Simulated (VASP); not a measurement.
A run of VASP 6.6.1 is set up as follows.

File INCAR:

```
SYSTEM = Zr
PREC = Accurate ; ENCUT = 520
EDIFF = 1E-6 ; ISMEAR = 0
SIGMA = 0.1 ; LREAL = .FALSE.
LASPH = .TRUE. ; NELM = 100
ALGO = Fast ; ISIF = 2
LWAVE = .FALSE. ; LCHARG = .FALSE.
GGA = PE ; NBANDS = 58
```

KPOINTS

```
regular mesh
0
G
  4 4 4
  0 0 0
```

The input POSCAR:

```
Zr
1.0
   -3.7310179368      3.7310179368      3.7310179368
    3.7310179368     -3.7310179368      3.7310179368
    3.7310179368      3.7310179368     -3.7310179368
Zr
8
Direct
    0.2060000000      0.2060000000      0.2060000000
    0.5000000000      0.0000000000      0.2940000000
    0.2940000000      0.5000000000      0.0000000000
    0.0000000000      0.2940000000      0.5000000000
    0.7940000000      0.7940000000      0.7940000000
    0.5000000000      0.0000000000      0.7060000000
    0.7060000000      0.5000000000      0.0000000000
    0.0000000000      0.7060000000      0.5000000000
```

Potentials or basis: VASP PAW PBE potentials, release 64 (Zr_sv).

The run is started by

```sh
$ cat potpaw_PBE.64/Zr_sv/POTCAR > POTCAR
$ mpirun -np 1 vasp_std > vasp.out
```

Problem. Predict the largest force.

Solution. 1.919 eV/Å.

Problem. Estimate the band gap on the k mesh.

Solution. None (metal or under the smearing width).

Problem. Estimate the pressure.

Solution. 1.7 GPa.

Forces in eV/Å, atoms in the order of the input:
```
Zr   1.108  1.108  1.108
Zr  -1.108 -1.108  1.108
Zr   1.108 -1.108 -1.108
Zr  -1.108  1.108 -1.108
Zr  -1.108 -1.108 -1.108
Zr   1.108  1.108 -1.108
Zr  -1.108  1.108  1.108
Zr   1.108 -1.108  1.108
```

Caveat: forces of over 1 eV/Å show positions far from the minimum, so gaps and moduli don't describe the material at rest.
